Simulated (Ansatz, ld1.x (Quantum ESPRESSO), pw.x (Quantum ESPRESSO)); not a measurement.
molybdenum (Mo) (fcc): variants of one PAW potential in the solid

Mo (Z = 42), PAW, made with ld1.x (Quantum ESPRESSO) 7.5 (PBE, scalar-relativistic). Core [Ar] 3d10 4s2, reference 4p6 4d5 5s0.5 5p0 (charge +0.5). Waves: 5s (bound): rcut 2.70, rcutus 3.30 bohr; 5s channel at 0.2 Ry: rcut 2.70, rcutus 3.30 bohr; 4p (bound): rcut 1.65, rcutus 2.20 bohr; 5p (bound, empty): rcut 1.65, rcutus 2.20 bohr; 4d (bound): rcut 1.75, rcutus 1.95 bohr; 4d channel at -0.1 Ry: rcut 1.75, rcutus 1.95 bohr. Local part: all-electron potential smoothed inside 2.95 bohr (lloc = -1). Core correction: Bessel-smoothed model core inside 1.40 bohr. Augmentation charge: PSQ, inside the norm-conserving radii.

Crystal test: fcc Mo in pw.x 7.5, no spin, 14³ k-points, Fermi–Dirac smearing 0.01 Ry, cutoffs set for each file from its atomic test. The reference is all-electron LAPW (Ansatz 0.2.0) with the same functional, mesh and smearing; V0 and B0 come from Birch–Murnaghan fits to the pressures at five volumes. Errors are pseudo minus all-electron; Δ is the rms difference of the E(V) curves that follow from these fits, minima aligned, over ±6 % about the mean V0. Mesh and smearing are coarse, so the numbers serve the comparison and aren't converged zero-temperature values; the lattice is a test structure that the element need not adopt.

All-electron: a0 = 4.005 Å (V0 = 16.06 Å³/atom), B0 = 235.3 GPa.

Base: The largest radius (3.30 bohr) exceeds half the bond length (2.67 bohr), so the spheres overlap, which is one possible source of error among others. This is a poor potential for the solid. Atomic configuration tests: test run stopped at test 6 of 7 (negative rho), 1 before it not solved.

```csv
change,cutoffs (Ry),pw.x,a0 (Å),a0 error (%),B0 error (%),Δ (meV/atom),mean pressure error (GPa)
base,55/440,converged,4.029,+0.61,+4.3,15.8,+4.82
local potential all-electron potential smoothed inside 2.00 bohr (lloc = -1),55/440,failed (cdiaghg: S matrix not positive definite),–,–,–,–,–
reference 4p6 4d5 5s1 5p0,55/440,converged,4.030,+0.63,+3.9,16.4,+4.99
"augmentation BESSEL, radius 1.45 bohr",55/440,converged,4.031,+0.66,+3.4,17.1,+5.19
"core [Ar] 3d10, valence charge 14; reference 4s2 4p6 4d5 5s0.75 5p0; waves now 4s (bound): rcut 1.70, rcutus 2.05 bohr; 5s (bound): rcut 1.70, rcutus 2.05 bohr; 4p (bound): rcut 1.65, rcutus 1.90 bohr; 5p (bound): rcut 1.65, rcutus 1.90 bohr; 4d (bound): rcut 1.85, rcutus 2.40 bohr; 4d channel at -0.1 Ry: rcut 1.85, rcutus 2.40 bohr; local potential all-electron potential smoothed inside 1.60 bohr (lloc = -1); core correction Bessel-smoothed model core inside 1.45 bohr",40/320,failed (cdiaghg: S matrix not positive definite),–,–,–,–,–
```

(1) Give the row for: local potential all-electron potential smoothed inside 1.64 bohr (lloc = -1).

Results:

(1) pw.x: failed (cdiaghg: S matrix not positive definite).
